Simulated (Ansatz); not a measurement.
# NbAs: pressure against volume

NbAs, I4_1md, a = 3.473 Å, c = 11.749 Å. The structure is a COD entry; whether it is the stable form wasn't checked. Ansatz: PBE, PAW, 420 eV, Γ-centred 18×18×18 mesh on 4 atoms, Gaussian smearing 0.10 eV; no spin polarisation. Shape and atoms are relaxed at each volume; pressure is positive in compression.

```tsv
V (Å³/atom)	P (GPa)
16.656	11.33
17.188	5.21
17.719	0.00
18.251	?
18.782	-8.21
```

Task: Take V0 = 17.719 Å³/atom, fit the third-order Birch–Murnaghan form to the other rows, and predict the missing pressure.

Result: With the Eulerian strain f = ½[(V0/V)^(2/3) − 1] and y = P/[3f(1 + 2f)^(5/2)], the form is the line y = B0 + 1.5 B0 (B0′ − 4) f. Rows (f, y): 0.02105, 161.8; 0.01025, 161.0; -0.01905, 158.3. Means f = 0.004083, y = 160.37; Σ(Δf)² = 0.0008610, ΣΔfΔy = 0.07603; the slope is their ratio. y = 160.0 + 88.30 f GPa, so B0 = 160.0 GPa and B0′ = 4 + 2 × (88.30)/(3 × 160.0) = 4.37. At V = 18.251, f = -0.00976, y = 159.14 and P = -4.44 GPa. The run gave -4.43 GPa, so the fit is 0.01 GPa too low, a small miss on the scale of the series.